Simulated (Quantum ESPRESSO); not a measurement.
The system is MgO.

```
Mg O
1.0
     0.00000    2.09700    2.09700
     2.09700    0.00000    2.09700
     2.09700    2.09700    0.00000
Mg O
1 1
Direct
  0.00000 0.00000 0.00000
  0.50000 0.50000 0.50000
```

The cell is a database's computed one.

```yaml
Program: Quantum ESPRESSO 7.5
Task: phonons
Functional: PBE
Potentials_or_basis: Ansatz NC SR PBE
Cutoff: 1238 eV
Density_cutoff: 4952 eV
k_mesh: 6 × 6 × 6, shifted
Occupations: fermi-dirac, width 0.05 eV
Spin: no spin polarisation
Mixing_beta: 0.5
Most_SCF_iterations: 120
SCF_threshold: 4e-10 Ry
```

The first run showed a gap, so the response started from a second, tighter run with fixed occupations.

How polar is the lattice: what are the Born charges, the two dielectric constants and the LO-TO splitting?

Born charges ±1.98 e; dielectric constants 3.19 (electrons alone) and 9.67 (static); transverse and longitudinal modes at 410 and 714 cm⁻¹.

Caveat: the cell is more than 3 GPa from zero pressure, which shifts response properties; before the sum rule the acoustic modes lie tens of cm⁻¹ from zero, a sign that the density grid also shifts the optical modes.
